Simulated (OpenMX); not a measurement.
## HfO2 under changes of volume

One of the cells (11.152 Å³/atom); the others are scaled copies at fixed shape and fractional positions:

```xyz
3
Lattice="0.0000 2.5575 2.5575 2.5575 0.0000 2.5575 2.5575 2.5575 0.0000" Properties=species:S:1:pos:R:3 pbc="T T T"
Hf    0.0000    0.0000    0.0000
O     3.8363    3.8363    3.8363
O     1.2788    1.2788    1.2788
```

Measurements of this composition are mostly on another form, of space group No. 14.

* Program: OpenMX 3.8.5
* Functional: PBE
* Potentials or basis: OpenMX 2013 PBE set, Hf7.0-s3p2d2, O6.0-s2p2, fixed grid of 36 × 36 × 36 points
* k mesh: 9 × 9 × 9
* Occupations: fermi-dirac, width 0.05 eV
* Spin: no spin polarisation

| volume (Å³/atom) | energy over the lowest point (meV/atom) | gap on the mesh (eV) |
| --- | --- | --- |
| 10.483 | ? | ? |
| 10.706 | 7.79 | 3.70 |
| 10.929 | 0.39 | 3.64 |
| 11.152 | 0.00 | 3.59 |
| 11.375 | 6.00 | 3.53 |
| 11.598 | 17.81 | 3.48 |
| 11.821 | 34.83 | 3.43 |

What does the run at 10.483 Å³/atom give?

Energy over the lowest point 23.12 meV/atom; gap on the mesh 3.75 eV.

Worked out: A Birch-Murnaghan fit of order 3 (a polynomial in V^(-2/3)) to the other rows has its minimum at 11.05 Å³/atom with B0 = V·E''(V) = 237 GPa and B' = 3.9. It gives 22.97 meV/atom at 10.483 Å³/atom, against the run's 23.12. A straight line through the other rows of the gap, of slope -2.73 eV per unit of ln V, extrapolates to 3.76 eV, against the run's 3.75.

Energies are extrapolated to zero smearing.

Caveats: spin-orbit coupling is left out, which moves the levels of the heavy elements; an odd mesh through Γ misses points on the zone boundary, where band edges often lie; the basis of atomic orbitals isn't converged, which shifts pressures, moduli and gaps.
